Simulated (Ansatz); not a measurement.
# From formation energies to a reaction energy: Na3F4

Computed with DFT PBE, scalar-relativistic, plane waves, PAW (Ansatz 0.2.0). All cells share a 420 eV cutoff and Γ-centred k meshes spaced at most about 0.3 Å⁻¹ (about 0.25 or finer for metals, 2π included). Spin is collinear in cells that carry moments; the others ran without spin or lost their moments.

The zero of energy is the elements' standard structures at the same level (F₂ as a molecule); no fitted shifts are applied.

These are static total energies at zero pressure. The magnetic state reached may not be the lowest.

A trial structure of Na3F4 (reached from: random cell; relaxed: space group Im-3m (No. 229), a = 5.653 Å) has a formation energy of -2.179 eV/atom. At its composition the lowest mixture among the elements and 1 reference phase computed alike (others may be missing) consists of these:

```json
{"phase": "F2 (gas)", "source": "element", "ΔE_f (eV/atom)": "0.000"}
{"phase": "NaF (Fm-3m)", "source": "Materials Project", "ΔE_f (eV/atom)": "-2.711"}
```

Q: Write the balanced decomposition and find its energy per atom, per formula unit and per mole of formula units.

A: Balancing Na and F gives 2 Na3F4 → F2 + 6 NaF. The left side holds 14 atoms, and the products take 2/14 (F2) and 12/14 (NaF) of them. The mixture therefore lies at 2/14 × (0.000) + 12/14 × (-2.711) = -2.324 eV/atom. The reaction energy is -2.324 − (-2.179) = -0.145 eV/atom. Times 7 atoms that is -1.015 eV per Na3F4, and times 96.485 it is -98 kJ per mole of Na3F4. Decomposition is downhill, so the trial structure is unstable against this mixture. Entropy of the gas would favour the products further at finite temperature.
